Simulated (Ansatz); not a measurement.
Here is the system:

CsPbI$_{3}$:
```cif
data_CsI3Pb
_chemical_formula_sum 'Cs1 Pb1 I3'
_space_group_name_H-M_alt 'P 1'
_space_group_IT_number 1
_cell_length_a 6.13194
_cell_length_b 6.13194
_cell_length_c 6.13194
_cell_angle_alpha 90.000
_cell_angle_beta 90.000
_cell_angle_gamma 90.000
loop_
_space_group_symop_operation_xyz
  'x, y, z'
loop_
_atom_site_label
_atom_site_type_symbol
_atom_site_fract_x
_atom_site_fract_y
_atom_site_fract_z
_atom_site_occupancy
Cs1 Cs 0.50000 0.50000 0.50000 1
Pb1 Pb 0.00000 0.00000 0.00000 1
I1 I 0.00000 0.00000 0.50000 1
I2 I 0.50000 0.00000 0.00000 1
I3 I 0.00000 0.50000 0.00000 1
```

This is the LDA-relaxed structure.

Problem. All from DFT-LDA in the program Ansatz with PAW potentials, unless another level is named. Predict the band gap.

Solution. 0.99 eV (direct).

Problem. Predict the formation energy from the elements (no fitted shifts).

Solution. -92 kJ/mol of atoms.

Problem. Give the hole effective mass.

Solution. 0.089 mₑ (isotropic).

Problem. Give the weight of the conduction-edge state by species (Voronoi cells).

Solution. Pb 65 %, I 34 %.

Problem. And the valence-band maximum?

Solution. at R.

Problem. Next, the weight of the valence-edge state by species (Voronoi cells)?

Solution. I 71 %, Pb 28 %.

Space group Pm-3m (cubic perovskite). This is a known high-temperature phase of the composition, computed here at zero pressure and temperature. Symmetry was held in the LDA relaxation; of distortions, only those at the zone centre were tested, and some modes there are weakly imaginary. The references are the lowest solids computed at this level, not always the standard phases. Scalar-relativistic: spin–orbit coupling is off unless named, which matters more the heavier the elements.

Potentials: the later of the program's two PAW sets.
